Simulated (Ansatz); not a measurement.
Level of theory: Ansatz, DFT PBE, scalar-relativistic, plane waves, PAW. Settings: cutoff 420 eV, Γ-centred meshes spaced at most about 0.3 Å⁻¹, and about 0.25 Å⁻¹ or finer for metals (2π included), Gaussian smearing. No spin polarisation.

These are static total energies at zero pressure.

Question: Order these relaxed structures of RuS2 by energy, lowest first, with the energy over the lowest of them.
A.

```xyz
6
Lattice="3.3268 0.0000 0.0000 -1.6634 2.8811 0.0000 0.0000 0.0000 12.1988" Properties=species:S:1:pos:R:3 pbc="T T T"
Ru    0.0000    1.9207    3.0497
Ru    1.6634    0.9604    9.1491
S     0.0000    1.9207    7.7439
S     1.6634    0.9604    1.6445
S     0.0000    1.9207   10.5543
S     1.6634    0.9604    4.4549
```

B.

```xyz
3
Lattice="-1.4501 1.4501 6.7212 1.4501 -1.4501 6.7212 1.4501 1.4501 -6.7212" Properties=species:S:1:pos:R:3 pbc="T T T"
Ru    0.0000    0.0000    0.0000
S     0.0000    0.0000    8.1722
S     0.0000    0.0000    5.2703
```

Answer: A (0 meV/atom), B (201 meV/atom). Forms: A 2H molybdenite type, P6_3/mmc; B I4/mmm. Counting S atoms around Ru (those within 1.25 times the shortest such distance or 1.15 times the sum of covalent radii): A has Ru 6; B has Ru 8. Both come from invented guesses. The lowest form computed isn't among them: it has the pyrite type, space group Pa-3 (No. 205), 15.0 Å³/atom, is reached from a Materials Project cell and lies 0.43 eV/atom below the best shown.

No dispersion correction is applied, so the spacing and binding between layers, chains or molecules are poorly described (P6_3/mmc, I4/mmm), and this can change margins and order among such cells. Cells relaxed within their symmetry can be saddle points. Some candidate types were left out of the draw beforehand, so a known form may be missing.
